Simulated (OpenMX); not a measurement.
TaN:

```
Ta N
1.0
     0.00000    2.21132    2.21132
     2.21132    0.00000    2.21132
     2.21132    2.21132    0.00000
Ta N
1 1
Direct
  0.50000 0.50000 0.50000
  0.00000 0.00000 0.00000
```

The cell comes from a database or a generator and needn't be the stable form of this composition.

Base run:

- Program: OpenMX 3.8.5
- Functional: PBE
- Potentials or basis: OpenMX 2013 PBE set, Ta7.0-s3p2d2, N6.0-s2p2, grid cutoff 400 Ry
- k mesh: 11 × 11 × 11
- Occupations: fermi-dirac, width 0.05 eV
- Spin: no spin polarisation

Its results: pressure 4.4 GPa.

Question: The run is repeated on the same cell with these changes: potentials or basis from OpenMX 2013 PBE set, Ta7.0-s3p2d2, N6.0-s2p2, grid cutoff 400 Ry to OpenMX 2013 PBE set, Ta7.0-s3p2d2f1, N6.0-s2p2d1, grid cutoff 400 Ry; k mesh from 11 × 11 × 11 to 7 × 7 × 7. What comes out?

Answer: Pressure -5.5 GPa.

Caveats: the basis of atomic orbitals isn't converged, which shifts pressures, moduli and gaps.
